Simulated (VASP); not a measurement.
# Na (I4/mmm) in VASP: a series of runs, part 5 of 6

VASP 6.6.1. The steps go on from the part before.

## (83) Equation of state, PBE, 38.74 Å³/atom

File INCAR:

```
  PREC = Accurate
  ENCUT = 460
  EDIFF = 1E-6
  ISMEAR = 1
  SIGMA = 0.1
  LREAL = False
  LASPH = True
  NELM = 100
  ALGO = Normal
  ISIF = 2
  LWAVE = False
  LCHARG = False
  GGA = PE
  ADDGRID = False
```

File KPOINTS:

```
regular mesh
0
Gamma
  9 9 9
```

File POSCAR:

```
Na
1.0
   -1.9069882473      1.9069882473      2.6633900286
    1.9069882473     -1.9069882473      2.6633900286
    1.9069882473      1.9069882473     -2.6633900286
Na
1
Direct
    0.0000000000      0.0000000000      0.0000000000
```

Started as:

```bash
$ cat potpaw_PBE.64/Na_pv/POTCAR > POTCAR
$ mpirun -np 1 vasp_std > vasp.out
```

Run time: 6.7 s. Hardware: 1 thread of AMD EPYC 9R45 (Zen 5), shared host; peak memory 0.12 GiB.

The run converged, but some of its settings lie outside the range that counts as converged, so its numbers aren't taken as properties of the crystal.

What came out:

| Item | Value |
| --- | --- |
| Free energy | -1.3066 eV |
| Pressure | -0.4 GPa |
| Band gap on the k mesh | none (metal or under the smearing width) |

## (84) Equation of state, PBE, 36.49 Å³/atom

Changes to INCAR since step 83:

```diff
@@ -1,3 +1,3 @@
   PREC = Accurate
-  ENCUT = 460
+  ENCUT = 520
   EDIFF = 1E-6
```

KPOINTS is that of step 83.

File POSCAR:

```
Na
1.0
   -1.8692161286      1.8692161286      2.6106357002
    1.8692161286     -1.8692161286      2.6106357002
    1.8692161286      1.8692161286     -2.6106357002
Na
1
Direct
    0.0000000000      0.0000000000      0.0000000000
```

Potentials or basis: VASP PAW PBE potentials, release 64 (Na_pv).

Started as:

```bash
$ cat potpaw_PBE.64/Na_pv/POTCAR > POTCAR
$ mpirun -np 1 vasp_std > vasp.out
```

It took 6.9 s on 1 thread of AMD EPYC 9R45 (Zen 5), shared host; peak memory 0.12 GiB.

The run converged, but some of its settings lie outside the range that counts as converged, so its numbers aren't taken as properties of the crystal.

Results:

| Item | Value |
| --- | --- |
| Free energy | -1.3081 eV |
| Pressure | 0.1 GPa |
| Band gap on the k mesh | none (metal or under the smearing width) |

## (85) Equation of state, PBE, 38.74 Å³/atom

INCAR is that of step 84.

KPOINTS is that of step 84.

File POSCAR:

```
Na
1.0
   -1.9069882473      1.9069882473      2.6633900286
    1.9069882473     -1.9069882473      2.6633900286
    1.9069882473      1.9069882473     -2.6633900286
Na
1
Direct
    0.0000000000      0.0000000000      0.0000000000
```

Started as:

```bash
$ cat potpaw_PBE.64/Na_pv/POTCAR > POTCAR
$ mpirun -np 1 vasp_std > vasp.out
```

Wall time 7.2 s (1 thread of AMD EPYC 9R45 (Zen 5), shared host); peak memory 0.12 GiB.

These settings aren't checked as converged: the numbers below hold their error.

Results:

```
Free energy            : -1.3067 eV
Pressure               : -0.3 GPa
Band gap on the k mesh : none (metal or under the smearing width)
```

## (86) Equation of state, PBE, 36.49 Å³/atom

Changes to INCAR since step 85:

```diff
@@ -1,3 +1,3 @@
   PREC = Accurate
-  ENCUT = 520
+  ENCUT = 460
   EDIFF = 1E-6
```

File KPOINTS:

```
regular mesh
0
Gamma
  10 10 10
```

File POSCAR:

```
Na
1.0
   -1.8692161286      1.8692161286      2.6106357002
    1.8692161286     -1.8692161286      2.6106357002
    1.8692161286      1.8692161286     -2.6106357002
Na
1
Direct
    0.0000000000      0.0000000000      0.0000000000
```

Started as:

```bash
$ cat potpaw_PBE.64/Na_pv/POTCAR > POTCAR
$ mpirun -np 1 vasp_std > vasp.out
```

Run time: 8.8 s. Hardware: 1 thread of AMD EPYC 9R45 (Zen 5), shared host; peak memory 0.12 GiB.

These settings aren't checked as converged: the numbers below hold their error.

Results:

* Free energy: -1.3105 eV
* Pressure: 0.0 GPa
* Band gap on the k mesh: none (metal or under the smearing width)

## (87) Equation of state, PBE, 38.74 Å³/atom

INCAR is that of step 86.

KPOINTS is that of step 86.

File POSCAR:

```
Na
1.0
   -1.9069882473      1.9069882473      2.6633900286
    1.9069882473     -1.9069882473      2.6633900286
    1.9069882473      1.9069882473     -2.6633900286
Na
1
Direct
    0.0000000000      0.0000000000      0.0000000000
```

Potentials or basis: VASP PAW PBE potentials, release 64 (Na_pv).

Started as:

```bash
$ cat potpaw_PBE.64/Na_pv/POTCAR > POTCAR
$ mpirun -np 1 vasp_std > vasp.out
```

Run time: 8.8 s. Hardware: 1 thread of AMD EPYC 9R45 (Zen 5), shared host; peak memory 0.12 GiB.

These settings aren't checked as converged: the numbers below hold their error.

Results:

```
Free energy            : -1.3090 eV
Pressure               : -0.4 GPa
Band gap on the k mesh : none (metal or under the smearing width)
```

## (88) Equation of state, PBE, 36.49 Å³/atom

Changes to INCAR since step 87:

```diff
@@ -4,3 +4,3 @@
   ISMEAR = 1
-  SIGMA = 0.1
+  SIGMA = 0.4
   LREAL = False
```

KPOINTS is that of step 87.

File POSCAR:

```
Na
1.0
   -1.8692161286      1.8692161286      2.6106357002
    1.8692161286     -1.8692161286      2.6106357002
    1.8692161286      1.8692161286     -2.6106357002
Na
1
Direct
    0.0000000000      0.0000000000      0.0000000000
```

Started as:

```bash
$ cat potpaw_PBE.64/Na_pv/POTCAR > POTCAR
$ mpirun -np 1 vasp_std > vasp.out
```

Wall time 9.2 s (1 thread of AMD EPYC 9R45 (Zen 5), shared host); peak memory 0.12 GiB.

The run converged, but some of its settings lie outside the range that counts as converged, so its numbers aren't taken as properties of the crystal.

Results:

| Item | Value |
| --- | --- |
| Free energy | -1.3124 eV |
| Pressure | 0.0 GPa |
| Band gap on the k mesh | none (metal or under the smearing width) |

## (89) Equation of state, PBE, 38.74 Å³/atom

INCAR is that of step 88.

KPOINTS is that of step 88.

File POSCAR:

```
Na
1.0
   -1.9069882473      1.9069882473      2.6633900286
    1.9069882473     -1.9069882473      2.6633900286
    1.9069882473      1.9069882473     -2.6633900286
Na
1
Direct
    0.0000000000      0.0000000000      0.0000000000
```

Started as:

```bash
$ cat potpaw_PBE.64/Na_pv/POTCAR > POTCAR
$ mpirun -np 1 vasp_std > vasp.out
```

It took 9.2 s on 1 thread of AMD EPYC 9R45 (Zen 5), shared host; peak memory 0.12 GiB.

The run converged, but some of its settings lie outside the range that counts as converged, so its numbers aren't taken as properties of the crystal.

What came out:

```
Free energy            : -1.3108 eV
Pressure               : -0.4 GPa
Band gap on the k mesh : none (metal or under the smearing width)
```

## (90) Equation of state, PBE, 36.49 Å³/atom

Changes to INCAR since step 89:

```diff
@@ -4,3 +4,3 @@
   ISMEAR = 1
-  SIGMA = 0.4
+  SIGMA = 0.2
   LREAL = False
```

KPOINTS is that of step 89.

File POSCAR:

```
Na
1.0
   -1.8692161286      1.8692161286      2.6106357002
    1.8692161286     -1.8692161286      2.6106357002
    1.8692161286      1.8692161286     -2.6106357002
Na
1
Direct
    0.0000000000      0.0000000000      0.0000000000
```

Potentials or basis: VASP PAW PBE potentials, release 64 (Na_pv).

Started as:

```bash
$ cat potpaw_PBE.64/Na_pv/POTCAR > POTCAR
$ mpirun -np 1 vasp_std > vasp.out
```

Wall time 9.1 s (1 thread of AMD EPYC 9R45 (Zen 5), shared host); peak memory 0.12 GiB.

The run converged, but some of its settings lie outside the range that counts as converged, so its numbers aren't taken as properties of the crystal.

Results:

```yaml
Free_energy: -1.3117 eV
Pressure: 0.0 GPa
Band_gap_on_the_k_mesh: none (metal or under the smearing width)
```

## (91) Equation of state, PBE, 38.74 Å³/atom

INCAR is that of step 90.

KPOINTS is that of step 90.

File POSCAR:

```
Na
1.0
   -1.9069882473      1.9069882473      2.6633900286
    1.9069882473     -1.9069882473      2.6633900286
    1.9069882473      1.9069882473     -2.6633900286
Na
1
Direct
    0.0000000000      0.0000000000      0.0000000000
```

Started as:

```bash
$ cat potpaw_PBE.64/Na_pv/POTCAR > POTCAR
$ mpirun -np 1 vasp_std > vasp.out
```

Run time: 8.7 s. Hardware: 1 thread of AMD EPYC 9R45 (Zen 5), shared host; peak memory 0.12 GiB.

These settings aren't checked as converged: the numbers below hold their error.

Results:

```
Free energy            : -1.3102 eV
Pressure               : -0.4 GPa
Band gap on the k mesh : none (metal or under the smearing width)
```

## (92) Equation of state, PBE, 36.49 Å³/atom

Changes to INCAR since step 91:

```diff
@@ -4,3 +4,3 @@
   ISMEAR = 1
-  SIGMA = 0.2
+  SIGMA = 0.05
   LREAL = False
```

KPOINTS is that of step 91.

File POSCAR:

```
Na
1.0
   -1.8692161286      1.8692161286      2.6106357002
    1.8692161286     -1.8692161286      2.6106357002
    1.8692161286      1.8692161286     -2.6106357002
Na
1
Direct
    0.0000000000      0.0000000000      0.0000000000
```

Started as:

```bash
$ cat potpaw_PBE.64/Na_pv/POTCAR > POTCAR
$ mpirun -np 1 vasp_std > vasp.out
```

It took 8.9 s on 1 thread of AMD EPYC 9R45 (Zen 5), shared host; peak memory 0.12 GiB.

These settings aren't checked as converged: the numbers below hold their error.

What came out:

```
Free energy            : -1.3098 eV
Pressure               : 0.0 GPa
Band gap on the k mesh : none (metal or under the smearing width)
```

## (93) Equation of state, PBE, 38.74 Å³/atom

INCAR is that of step 92.

KPOINTS is that of step 92.

File POSCAR:

```
Na
1.0
   -1.9069882473      1.9069882473      2.6633900286
    1.9069882473     -1.9069882473      2.6633900286
    1.9069882473      1.9069882473     -2.6633900286
Na
1
Direct
    0.0000000000      0.0000000000      0.0000000000
```

Potentials or basis: VASP PAW PBE potentials, release 64 (Na_pv).

Started as:

```bash
$ cat potpaw_PBE.64/Na_pv/POTCAR > POTCAR
$ mpirun -np 1 vasp_std > vasp.out
```

Run time: 9.1 s. Hardware: 1 thread of AMD EPYC 9R45 (Zen 5), shared host; peak memory 0.12 GiB.

The run converged, but some of its settings lie outside the range that counts as converged, so its numbers aren't taken as properties of the crystal.

Results:

```
Free energy            : -1.3083 eV
Pressure               : -0.4 GPa
Band gap on the k mesh : none (metal or under the smearing width)
```

## (94) Equation of state, PBE, 36.49 Å³/atom

Changes to INCAR since step 93:

```diff
@@ -4,3 +4,3 @@
   ISMEAR = 1
-  SIGMA = 0.05
+  SIGMA = 0.02
   LREAL = False
```

KPOINTS is that of step 93.

File POSCAR:

```
Na
1.0
   -1.8692161286      1.8692161286      2.6106357002
    1.8692161286     -1.8692161286      2.6106357002
    1.8692161286      1.8692161286     -2.6106357002
Na
1
Direct
    0.0000000000      0.0000000000      0.0000000000
```

Started as:

```bash
$ cat potpaw_PBE.64/Na_pv/POTCAR > POTCAR
$ mpirun -np 1 vasp_std > vasp.out
```

It took 8.7 s on 1 thread of AMD EPYC 9R45 (Zen 5), shared host; peak memory 0.12 GiB.

The run converged, but some of its settings lie outside the range that counts as converged, so its numbers aren't taken as properties of the crystal.

What came out:

```
Free energy            : -1.3096 eV
Pressure               : 0.0 GPa
Band gap on the k mesh : none (metal or under the smearing width)
```

## (95) Equation of state, PBE, 38.74 Å³/atom

INCAR is that of step 94.

KPOINTS is that of step 94.

File POSCAR:

```
Na
1.0
   -1.9069882473      1.9069882473      2.6633900286
    1.9069882473     -1.9069882473      2.6633900286
    1.9069882473      1.9069882473     -2.6633900286
Na
1
Direct
    0.0000000000      0.0000000000      0.0000000000
```

Started as:

```bash
$ cat potpaw_PBE.64/Na_pv/POTCAR > POTCAR
$ mpirun -np 1 vasp_std > vasp.out
```

Run time: 8.9 s. Hardware: 1 thread of AMD EPYC 9R45 (Zen 5), shared host; peak memory 0.12 GiB.

The run converged, but some of its settings lie outside the range that counts as converged, so its numbers aren't taken as properties of the crystal.

Results:

```yaml
Free_energy: -1.3081 eV
Pressure: -0.4 GPa
Band_gap_on_the_k_mesh: none (metal or under the smearing width)
```

## (96) Equation of state, PBE, 36.49 Å³/atom

Changes to INCAR since step 95:

```diff
@@ -3,4 +3,4 @@
   EDIFF = 1E-6
-  ISMEAR = 1
-  SIGMA = 0.02
+  ISMEAR = -5
+  SIGMA = 0.1
   LREAL = False
```

KPOINTS is that of step 95.

File POSCAR:

```
Na
1.0
   -1.8692161286      1.8692161286      2.6106357002
    1.8692161286     -1.8692161286      2.6106357002
    1.8692161286      1.8692161286     -2.6106357002
Na
1
Direct
    0.0000000000      0.0000000000      0.0000000000
```

Potentials or basis: VASP PAW PBE potentials, release 64 (Na_pv).

Started as:

```bash
$ cat potpaw_PBE.64/Na_pv/POTCAR > POTCAR
$ mpirun -np 1 vasp_std > vasp.out
```

Wall time 9 s (1 thread of AMD EPYC 9R45 (Zen 5), shared host); peak memory 0.12 GiB.

These settings aren't checked as converged: the numbers below hold their error.

What came out:

| Quantity | Value |
| --- | --- |
| Free energy | -1.3112 eV |
| Pressure | 0.0 GPa |
| Band gap on the k mesh | none (metal or under the smearing width) |

Caveat: tetrahedron occupations give inexact forces and stress in metals.

## (97) Equation of state, PBE, 38.74 Å³/atom

INCAR is that of step 96.

KPOINTS is that of step 96.

File POSCAR:

```
Na
1.0
   -1.9069882473      1.9069882473      2.6633900286
    1.9069882473     -1.9069882473      2.6633900286
    1.9069882473      1.9069882473     -2.6633900286
Na
1
Direct
    0.0000000000      0.0000000000      0.0000000000
```

Started as:

```bash
$ cat potpaw_PBE.64/Na_pv/POTCAR > POTCAR
$ mpirun -np 1 vasp_std > vasp.out
```

Run time: 9.2 s. Hardware: 1 thread of AMD EPYC 9R45 (Zen 5), shared host; peak memory 0.12 GiB.

These settings aren't checked as converged: the numbers below hold their error.

What came out:

- Free energy: -1.3097 eV
- Pressure: -0.4 GPa
- Band gap on the k mesh: none (metal or under the smearing width)

Caveat: tetrahedron occupations give inexact forces and stress in metals.

## (98) Equation of state, PBE, 36.49 Å³/atom

Changes to INCAR since step 97:

```diff
@@ -3,3 +3,3 @@
   EDIFF = 1E-6
-  ISMEAR = -5
+  ISMEAR = 0
   SIGMA = 0.1
```

KPOINTS is that of step 97.

File POSCAR:

```
Na
1.0
   -1.8692161286      1.8692161286      2.6106357002
    1.8692161286     -1.8692161286      2.6106357002
    1.8692161286      1.8692161286     -2.6106357002
Na
1
Direct
    0.0000000000      0.0000000000      0.0000000000
```

Started as:

```bash
$ cat potpaw_PBE.64/Na_pv/POTCAR > POTCAR
$ mpirun -np 1 vasp_std > vasp.out
```

It took 9.2 s on 1 thread of AMD EPYC 9R45 (Zen 5), shared host; peak memory 0.12 GiB.

The run converged, but some of its settings lie outside the range that counts as converged, so its numbers aren't taken as properties of the crystal.

Results:

```yaml
Free_energy: -1.3125 eV
Pressure: 0.0 GPa
Band_gap_on_the_k_mesh: none (metal or under the smearing width)
```

## (99) Equation of state, PBE, 38.74 Å³/atom

INCAR is that of step 98.

KPOINTS is that of step 98.

File POSCAR:

```
Na
1.0
   -1.9069882473      1.9069882473      2.6633900286
    1.9069882473     -1.9069882473      2.6633900286
    1.9069882473      1.9069882473     -2.6633900286
Na
1
Direct
    0.0000000000      0.0000000000      0.0000000000
```

Potentials or basis: VASP PAW PBE potentials, release 64 (Na_pv).

Started as:

```bash
$ cat potpaw_PBE.64/Na_pv/POTCAR > POTCAR
$ mpirun -np 1 vasp_std > vasp.out
```

Run time: 8.9 s. Hardware: 1 thread of AMD EPYC 9R45 (Zen 5), shared host; peak memory 0.13 GiB.

These settings aren't checked as converged: the numbers below hold their error.

What came out:

```yaml
Free_energy: -1.3110 eV
Pressure: -0.4 GPa
Band_gap_on_the_k_mesh: none (metal or under the smearing width)
```

## (100) Equation of state, PBE, 36.49 Å³/atom

Changes to INCAR since step 99:

```diff
@@ -3,3 +3,3 @@
   EDIFF = 1E-6
-  ISMEAR = 0
+  ISMEAR = -1
   SIGMA = 0.1
```

KPOINTS is that of step 99.

File POSCAR:

```
Na
1.0
   -1.8692161286      1.8692161286      2.6106357002
    1.8692161286     -1.8692161286      2.6106357002
    1.8692161286      1.8692161286     -2.6106357002
Na
1
Direct
    0.0000000000      0.0000000000      0.0000000000
```

Started as:

```bash
$ cat potpaw_PBE.64/Na_pv/POTCAR > POTCAR
$ mpirun -np 1 vasp_std > vasp.out
```

Wall time 9 s (1 thread of AMD EPYC 9R45 (Zen 5), shared host); peak memory 0.13 GiB.

These settings aren't checked as converged: the numbers below hold their error.

Results:

| Quantity | Value |
| --- | --- |
| Free energy | -1.3200 eV |
| Pressure | 0.0 GPa |
| Band gap on the k mesh | none (metal or under the smearing width) |

## (101) Equation of state, PBE, 38.74 Å³/atom

INCAR is that of step 100.

KPOINTS is that of step 100.

File POSCAR:

```
Na
1.0
   -1.9069882473      1.9069882473      2.6633900286
    1.9069882473     -1.9069882473      2.6633900286
    1.9069882473      1.9069882473     -2.6633900286
Na
1
Direct
    0.0000000000      0.0000000000      0.0000000000
```

Started as:

```bash
$ cat potpaw_PBE.64/Na_pv/POTCAR > POTCAR
$ mpirun -np 1 vasp_std > vasp.out
```

Wall time 9.1 s (1 thread of AMD EPYC 9R45 (Zen 5), shared host); peak memory 0.13 GiB.

The run converged, but some of its settings lie outside the range that counts as converged, so its numbers aren't taken as properties of the crystal.

What came out:

* Free energy: -1.3187 eV
* Pressure: -0.4 GPa
* Band gap on the k mesh: none (metal or under the smearing width)

## (102) Equation of state, PBE, 36.49 Å³/atom

Changes to INCAR since step 101:

```diff
@@ -1,5 +1,5 @@
   PREC = Accurate
-  ENCUT = 460
+  ENCUT = 520
   EDIFF = 1E-6
-  ISMEAR = -1
+  ISMEAR = 1
   SIGMA = 0.1
```

KPOINTS is that of step 101.

File POSCAR:

```
Na
1.0
   -1.8692161286      1.8692161286      2.6106357002
    1.8692161286     -1.8692161286      2.6106357002
    1.8692161286      1.8692161286     -2.6106357002
Na
1
Direct
    0.0000000000      0.0000000000      0.0000000000
```

Potentials or basis: VASP PAW PBE potentials, release 64 (Na_pv).

Started as:

```bash
$ cat potpaw_PBE.64/Na_pv/POTCAR > POTCAR
$ mpirun -np 1 vasp_std > vasp.out
```

It took 9.1 s on 1 thread of AMD EPYC 9R45 (Zen 5), shared host; peak memory 0.13 GiB.

The run converged, but some of its settings lie outside the range that counts as converged, so its numbers aren't taken as properties of the crystal.

Results:

| Quantity | Value |
| --- | --- |
| Free energy | -1.3105 eV |
| Pressure | 0.1 GPa |
| Band gap on the k mesh | none (metal or under the smearing width) |

## (103) Equation of state, PBE, 38.74 Å³/atom

INCAR is that of step 102.

KPOINTS is that of step 102.

File POSCAR:

```
Na
1.0
   -1.9069882473      1.9069882473      2.6633900286
    1.9069882473     -1.9069882473      2.6633900286
    1.9069882473      1.9069882473     -2.6633900286
Na
1
Direct
    0.0000000000      0.0000000000      0.0000000000
```

Started as:

```bash
$ cat potpaw_PBE.64/Na_pv/POTCAR > POTCAR
$ mpirun -np 1 vasp_std > vasp.out
```

Run time: 9.4 s. Hardware: 1 thread of AMD EPYC 9R45 (Zen 5), shared host; peak memory 0.13 GiB.

The run converged, but some of its settings lie outside the range that counts as converged, so its numbers aren't taken as properties of the crystal.

What came out:

```
Free energy            : -1.3091 eV
Pressure               : -0.3 GPa
Band gap on the k mesh : none (metal or under the smearing width)
```

## (104) Equation of state, PBE, 36.49 Å³/atom

Changes to INCAR since step 103:

```diff
@@ -1,2 +1,2 @@
-  PREC = Accurate
+  PREC = Low
   ENCUT = 520
```

KPOINTS is that of step 103.

File POSCAR:

```
Na
1.0
   -1.8692161286      1.8692161286      2.6106357002
    1.8692161286     -1.8692161286      2.6106357002
    1.8692161286      1.8692161286     -2.6106357002
Na
1
Direct
    0.0000000000      0.0000000000      0.0000000000
```

Started as:

```bash
$ cat potpaw_PBE.64/Na_pv/POTCAR > POTCAR
$ mpirun -np 1 vasp_std > vasp.out
```

Run time: 5.8 s. Hardware: 1 thread of AMD EPYC 9R45 (Zen 5), shared host; peak memory 0.1 GiB.

The run converged, but some of its settings lie outside the range that counts as converged, so its numbers aren't taken as properties of the crystal.

Results:

```yaml
Free_energy: -1.3127 eV
Pressure: 0.1 GPa
Band_gap_on_the_k_mesh: none (metal or under the smearing width)
```

## (105) Equation of state, PBE, 38.74 Å³/atom

INCAR is that of step 104.

KPOINTS is that of step 104.

File POSCAR:

```
Na
1.0
   -1.9069882473      1.9069882473      2.6633900286
    1.9069882473     -1.9069882473      2.6633900286
    1.9069882473      1.9069882473     -2.6633900286
Na
1
Direct
    0.0000000000      0.0000000000      0.0000000000
```

Potentials or basis: VASP PAW PBE potentials, release 64 (Na_pv).

Started as:

```bash
$ cat potpaw_PBE.64/Na_pv/POTCAR > POTCAR
$ mpirun -np 1 vasp_std > vasp.out
```

It took 6.2 s on 1 thread of AMD EPYC 9R45 (Zen 5), shared host; peak memory 0.1 GiB.

The run converged, but some of its settings lie outside the range that counts as converged, so its numbers aren't taken as properties of the crystal.

What came out:

```
Free energy            : -1.3115 eV
Pressure               : -0.3 GPa
Band gap on the k mesh : none (metal or under the smearing width)
```

## (106) Equation of state, PBE, 36.49 Å³/atom

Changes to INCAR since step 105:

```diff
@@ -1,2 +1,2 @@
-  PREC = Low
+  PREC = Normal
   ENCUT = 520
```

KPOINTS is that of step 105.

File POSCAR:

```
Na
1.0
   -1.8692161286      1.8692161286      2.6106357002
    1.8692161286     -1.8692161286      2.6106357002
    1.8692161286      1.8692161286     -2.6106357002
Na
1
Direct
    0.0000000000      0.0000000000      0.0000000000
```

Started as:

```bash
$ cat potpaw_PBE.64/Na_pv/POTCAR > POTCAR
$ mpirun -np 1 vasp_std > vasp.out
```

Wall time 5.9 s (1 thread of AMD EPYC 9R45 (Zen 5), shared host); peak memory 0.11 GiB.

These settings aren't checked as converged: the numbers below hold their error.

Results:

| Item | Value |
| --- | --- |
| Free energy | -1.3105 eV |
| Pressure | 0.1 GPa |
| Band gap on the k mesh | none (metal or under the smearing width) |

(Part 5 of 6 ends here.)
